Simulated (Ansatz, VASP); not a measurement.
# One calculation of CdSe, two programs

```
CELL_PARAMETERS angstrom
2.85855 2.85855 0.00000
-2.85855 2.85855 0.00000
0.00000 2.85855 2.85855
ATOMIC_POSITIONS crystal
Cd 0.00000 0.00000 0.00000
Se 0.75000 0.25000 0.50000
```

Alike in both runs: functional PBEsol; k mesh 6 × 6 × 6; no spin polarisation.

Ansatz relaxed the structure, and its values are those at the end. VASP's run is a single point on that final structure, the one shown.

|  | VASP | Ansatz |
| --- | --- | --- |
| version | VASP 6.6.1 | Ansatz 0.2.0 |
| potentials or method | VASP PAW PBE potentials, release 64 (Cd, Se) | PAW with Ansatz's default frozen-core files, scalar-relativistic |
| plane-wave cutoff (eV) | 520 | 420 |
| occupations | gaussian, width 0.01 eV | fixed |
| valence electrons in the cell | 18 | 36 |

```csv
,VASP,Ansatz,Ansatz less VASP
pressure (GPa),15.7,15.0,-0.78
```

The two sets of potentials don't hold the same shells in valence.

Caveats: so large a pressure means that the cell lies far from this level's equilibrium, or that cutoff or potentials fall short (VASP); the potentials were made for another functional, which shifts forces and pressure (VASP).
